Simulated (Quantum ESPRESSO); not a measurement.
PbO (Litharge):

```
Pb O
1.0
     3.99000    0.00000    0.00000
     0.00000    3.99000    0.00000
     0.00000    0.00000    5.01000
Pb O
2 2
Direct
  0.50000 0.00000 0.76000
  0.00000 0.50000 0.24000
  0.50000 0.50000 0.00000
  0.00000 0.00000 0.00000
```

| Item | Value |
| --- | --- |
| Program | Quantum ESPRESSO 7.5 |
| Task | Wannier functions |
| Functional | PBE |
| Potentials or basis | PseudoDojo 0.4.1 SR PBE standard |
| Cutoff | 1143 eV |
| Density cutoff | 4572 eV |
| k mesh | 6 × 6 × 5 |
| Occupations | fermi-dirac, width 0.05 eV |
| Spin | no spin polarisation |
| Mixing beta | 0.5 |
| Most SCF iterations | 120 |
| SCF threshold | 8e-10 Ry |
| k mesh for the Wannier functions | 4 × 4 × 4 |
| Projections | Pb spd, O sp |

Start: atomic projections with disentanglement, frozen window up to 3.6 eV over the reference level. The reference level is the Fermi level, or the middle of the gap.

Problem. With atomic projections with disentanglement, how many functions result, how localised are they, and how well do they interpolate the bands?

Solution. 26 functions with spreads from 0.54 to 1.39 Å², 23.2 Å² in all; they miss the direct bands by 10 meV (root mean square).

Wannier functions:
| function | nearest atom | distance (Å) | spread (Å²) | on-site energy from the reference level (eV) |
| --- | --- | --- | --- | --- |
| 1 | 1 Pb | 0.65 | 1.29 | -3.46 |
| 2 | 1 Pb | 0.73 | 1.31 | -4.86 |
| 3 | 1 Pb | 0.82 | 1.38 | -3.41 |
| 4 | 1 Pb | 0.82 | 1.39 | -3.41 |
| 5 | 1 Pb | 0.20 | 0.74 | -13.73 |
| 6 | 1 Pb | 0.16 | 0.68 | -14.41 |
| 7 | 1 Pb | 0.17 | 0.69 | -14.26 |
| 8 | 1 Pb | 0.19 | 0.73 | -13.86 |
| 9 | 1 Pb | 0.66 | 1.24 | -6.10 |
| 10 | 2 Pb | 0.65 | 1.29 | -3.47 |
| 11 | 2 Pb | 0.73 | 1.31 | -4.86 |
| 12 | 2 Pb | 0.82 | 1.39 | -3.41 |
| 13 | 2 Pb | 0.82 | 1.39 | -3.41 |
| 14 | 2 Pb | 0.20 | 0.74 | -13.72 |
| 15 | 2 Pb | 0.16 | 0.68 | -14.41 |
| 16 | 2 Pb | 0.17 | 0.70 | -14.26 |
| 17 | 2 Pb | 0.19 | 0.73 | -13.87 |
| 18 | 2 Pb | 0.66 | 1.24 | -6.10 |
| 19 | 3 O | 0.33 | 0.54 | -6.10 |
| 20 | 3 O | 0.33 | 0.54 | -6.10 |
| 21 | 3 O | 0.33 | 0.54 | -6.10 |
| 22 | 3 O | 0.33 | 0.54 | -6.10 |
| 23 | 4 O | 0.33 | 0.54 | -6.10 |
| 24 | 4 O | 0.33 | 0.54 | -6.10 |
| 25 | 4 O | 0.33 | 0.54 | -6.09 |
| 26 | 4 O | 0.33 | 0.54 | -6.10 |

Parts of the spread (Å²): invariant 18.85, diagonal 0.007, off-diagonal 4.38, total 23.24. Against the direct bands the interpolation misses by 10 meV (root mean square) and 111 meV at most, for states up to 1 eV over the reference level.

Caveat: spin-orbit coupling is left out, which as a rule narrows the gap of such compounds by several tenths of an eV; the Wannier minimisation didn't converge.
